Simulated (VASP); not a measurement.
Input of a VASP 6.6.1 run:

The input INCAR:

```
PREC = Accurate
ENCUT = 600
EDIFF = 1E-6
ISMEAR = 1
SIGMA = 0.1
LREAL = False
LASPH = True
NELM = 80
ALGO = Normal
ISIF = 3
LWAVE = False
LCHARG = False
GGA = PE
IVDW = 12
IBRION = 2
NSW = 90
EDIFFG = -0.01
PSTRESS = 65.0
KPAR = 2
```

The input KPOINTS:

```
regular mesh
0
Gamma
  10 10 10
```

Contents of POSCAR:

```
Sb
1.0
    2.1542000000      1.2437279499      3.7580000000
   -2.1542000000      1.2437279499      3.7580000000
    0.0000000000     -2.4874558998      3.7580000000
Sb
2
Direct
    0.2334900000      0.2334900000      0.2334900000
    0.7665100000      0.7665100000      0.7665100000
```

Potentials or basis: VASP PAW PBE potentials, release 64 (Sb).

Run with:

```console
$ cat potpaw_PBE.64/Sb/POTCAR > POTCAR
$ mpirun -np 2 vasp_std > vasp.out
```

Question: Estimate the dispersion energy per atom.

Answer: -0.545 eV.

Question: What does it give for the relaxed cell?

Answer: a = 4.200 Å, b = 4.200 Å, c = 4.200 Å, α = 60.16°, β = 60.16°, γ = 60.16°.

Forces on the atoms (eV/Å):
```
Sb   0.000  0.000 -0.007
Sb   0.000  0.000  0.007
```

Caveat: the cell is relaxed towards a set pressure, so the enthalpy falls and the energy may rise. The run has no spin-orbit coupling, so splittings on Sb are missing.
